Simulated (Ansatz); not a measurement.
TiO2:

```
CELL_PARAMETERS angstrom
4.81270 0.00000 0.00000
0.00000 4.87188 0.00000
-0.86289 0.00000 4.96659
ATOMIC_POSITIONS crystal
Ti 0.27744 0.05281 0.21315
Ti 0.72256 0.55281 0.28685
Ti 0.72256 0.94719 0.78685
Ti 0.27744 0.44719 0.71315
O 0.06384 0.17697 0.85156
O 0.93616 0.67697 0.64844
O 0.93616 0.82303 0.14844
O 0.06384 0.32303 0.35156
O 0.44536 0.75763 0.46677
O 0.55464 0.25763 0.03323
O 0.55464 0.24237 0.53323
O 0.44536 0.74237 0.96677
```

The cell comes from a database or a generator and needn't be the stable form of this composition.

```yaml
Program: Ansatz 0.2.0
Task: relaxation of cell and atoms
Functional: PBEsol
Dispersion: D3(BJ)
Potentials_or_basis: Ansatz PAW
Cutoff: "420 eV (not typed: the program's choice for these potentials)"
k_mesh: 6 × 6 × 6
Occupations: fermi-dirac, width 0.05 eV
Spin: no spin polarisation
```

At the start: volume 9.70 Å³/atom.

How do energy, volume and symmetry change on relaxing?

It ends after 10 steps and the volume is 9.35 Å³/atom (-3.7 %); space group P2_1/c (No. 14, to 0.05 Å).

The path:
| step | energy change (eV) | largest force (eV/Å) | volume (Å³) |
| --- | --- | --- | --- |
| 1 | 0.0000 | 0.1468 | 116.45 |
| 2 | -0.0982 | 0.0881 | 113.75 |
| 3 | -0.1138 | 0.0688 | 112.68 |
| 4 | -0.1210 | 0.1469 | 112.40 |
| 5 | -0.1225 | 0.0496 | 112.44 |
| 6 | -0.1238 | 0.0127 | 112.34 |
| 7 | -0.1239 | 0.0021 | 112.34 |
| 8 | -0.1058 | 0.0026 | 112.34 |
| 9 | -0.1070 | 0.0020 | 112.16 |
| 10 | -0.1059 | 0.0020 | 112.16 |

Final structure:
```
CELL_PARAMETERS angstrom
4.74120 0.00000 0.00020
0.00000 4.84579 0.00000
-0.84986 0.00000 4.88172
ATOMIC_POSITIONS crystal
Ti 0.27970 0.05358 0.21233
Ti 0.72030 0.55358 0.28767
Ti 0.72030 0.94642 0.78767
Ti 0.27970 0.44642 0.71233
O 0.06807 0.16588 0.84046
O 0.93193 0.66588 0.65954
O 0.93193 0.83412 0.15954
O 0.06807 0.33412 0.34046
O 0.44068 0.75920 0.47433
O 0.55932 0.25920 0.02567
O 0.55932 0.24080 0.52567
O 0.44068 0.74080 0.97433
```

Caveat: the plane-wave basis is chosen anew once the cell has moved, so the energies of steps on either side of that aren't comparable; the pressure holds a Pulay correction of +0.9 GPa for the finite cutoff; the PAW data sets come from PBE, with cores solved anew for the run's functional, which leaves a small shift of forces and pressure.
